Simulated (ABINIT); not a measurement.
SnSe2, 3 atoms in the cell. It takes space group P-3m1 (No. 164, trigonal). The conventional cell has a = 3.811 Å, b = 3.811 Å, c = 6.136 Å, α = 90.00°, β = 90.00°, γ = 120.00°. Sn (site symmetry -3m) is surrounded by 6 Se at 2.68 Å. Se (site symmetry 3m) has 3 Sn at 2.68 Å as nearest neighbours. 

| Quantity | Value |
| --- | --- |
| Program | ABINIT 10.8.3 (patched build) |
| Task | single point |
| Functional | PBE |
| Potentials or basis | JTH PAW PBE v2.0 |
| Cutoff | 408 eV |
| k mesh | 5 × 5 × 3 |
| Occupations | fermi-dirac, width 0.05 eV |
| Spin | no spin polarisation |
| Fine-grid cutoff | 816.342 eV |
| Exchange and correlation inside the PAW spheres | full angular mesh (pawxcdev 0, this build's default; the released program takes 1) |

Potentials or basis: JTH PAW PBE v2.0.

Run with:

```sh
$ abinit run.abi > log 2>&1
```

Hardware: 1 thread of Arm Neoverse V2 (shared host).

**Question.** Estimate the wall time of this run.

**Answer.** Wall time 13 s on 1 thread of Arm Neoverse V2, with other jobs on the host, peak memory 0.11 GiB. Counts: scf iterations 11, k points 12, bands 17, plane waves 1458.
